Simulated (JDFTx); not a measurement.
CoO in JDFTx: the effect of fixed moment

Crystal: CoO.

```
CELL_PARAMETERS angstrom
1.50547 0.86918 2.43993
-1.50547 0.86918 2.43993
0.00000 -1.73837 2.43993
ATOMIC_POSITIONS crystal
Co 0.00000 0.00000 0.00000
O 0.50000 0.50000 0.50000
```

The cell is a database's computed one.

Alike in all runs:

| Quantity | Value |
| --- | --- |
| Program | JDFTx 1.7.0 (patched build) |
| Task | single point |
| Functional | PBE |
| Potentials or basis | PseudoDojo-SR-PBE-0.5-standard with smoothed tails |
| Cutoff | 1306 eV |
| Density cutoff | 10449 eV |
| k mesh | 9 × 9 × 9 |
| Occupations | fermi-dirac, width 0.05 eV |
| Spin | collinear spin, ferromagnetic start |
| Starting moments | [2.0, 0.0] μB |

One run gave: energy over the lowest run 1286.2 meV/atom; pressure 24.4 GPa. Which fixed moment did it use?
A. 4 μB
B. 3 μB
C. 2 μB
D. 1 μB

A.

| fixed moment | energy over the lowest run (meV/atom) | pressure (GPa) |
| --- | --- | --- |
| 1 μB | 213.9 | -14.5 |
| 2 μB | 78.1 | -8.3 |
| 3 μB | 0.0 | 0.1 |
| 4 μB | 1286.2 | 24.4 |

Caveats: the total moment is fixed, so each spin has its own Fermi level; a cell with one magnetic atom can't hold antiferromagnetic order, which such compounds often take; the moment is held away from its start (some runs).
